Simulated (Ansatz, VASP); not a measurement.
# Rb in VASP and in Ansatz

```xyz
1
Lattice="-2.5815 2.5815 2.6938 2.5815 -2.5815 2.6938 2.5815 2.5815 -2.6938" Properties=species:S:1:pos:R:3 pbc="T T T"
Rb    0.0000    0.0000    0.0000
```

Change from the starting cell: strain -0.080 along x and y, -0.040 along z, atoms carried along.

Alike in both runs: task single point; functional LDA; k mesh 12 × 12 × 12; occupations gaussian, width 0.15 eV; no spin polarisation.

|  | VASP | Ansatz |
| --- | --- | --- |
| version | VASP 6.6.1 | Ansatz 0.2.0 |
| potentials or method | VASP PAW LDA potentials, release 64 (Rb_sv) | scalar-relativistic, plane waves, PAW |
| plane-wave cutoff (eV) | 520 | 420 |
| valence electrons in the cell | 9 | 9 |

|  | VASP | Ansatz | Ansatz less VASP |
| --- | --- | --- | --- |
| gap on the k mesh at the Fermi level (eV) | none | none | - |
| pressure (GPa) | 0.3 | 0.3 | 0.00 |

A gap of «none» marks a metal or a gap that the smearing closes.
